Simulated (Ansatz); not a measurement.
**ZrC: a sublattice moved along a line**

These are results of Ansatz, DFT PBE, scalar-relativistic, plane waves, PAW, not measurements. Cutoff 420 eV, Γ-centred 18×18×18 k-points, Gaussian smearing of 0.15 eV. No spin polarisation. Energies are free energies at this smearing, counted from the undisturbed cell; pressure is positive in compression.

Reference structure (as given, not relaxed at this level; it stands at 1.2 GPa):

```yaml
crystal:
  lattice:
    - [0.00000, 2.35021, 2.35021]
    - [2.35021, 0.00000, 2.35021]
    - [2.35021, 2.35021, 0.00000]
  atoms:
    - { symbol: Zr, position: [0.50000, 0.50000, 0.50000] }
    - { symbol: C, position: [0.00000, 0.00000, 0.00000] }
```

Every C atom is moved by x along the Cartesian unit vector (0.000, 0.000, 1.000); the cell and all other atoms stay fixed. The cell is metallic on the mesh throughout.

```csv
x (Å),ΔE (meV/cell)
-0.1000,34.4
-0.0500,8.7
0.0000,0.0
0.0125,0.5
0.0250,2.2
0.0375,4.9
0.0625,13.6
0.0750,19.5
0.0875,26.4
```

Problem. Predict the pressure (GPa) at each point.

Solution.
| x (Å) | pressure (GPa) |
| --- | --- |
| -0.1000 | 2.0 |
| -0.0500 | 1.4 |
| 0.0000 | 1.2 |
| 0.0125 | 1.2 |
| 0.0250 | 1.2 |
| 0.0375 | 1.3 |
| 0.0625 | 1.5 |
| 0.0750 | 1.6 |
| 0.0875 | 1.8 |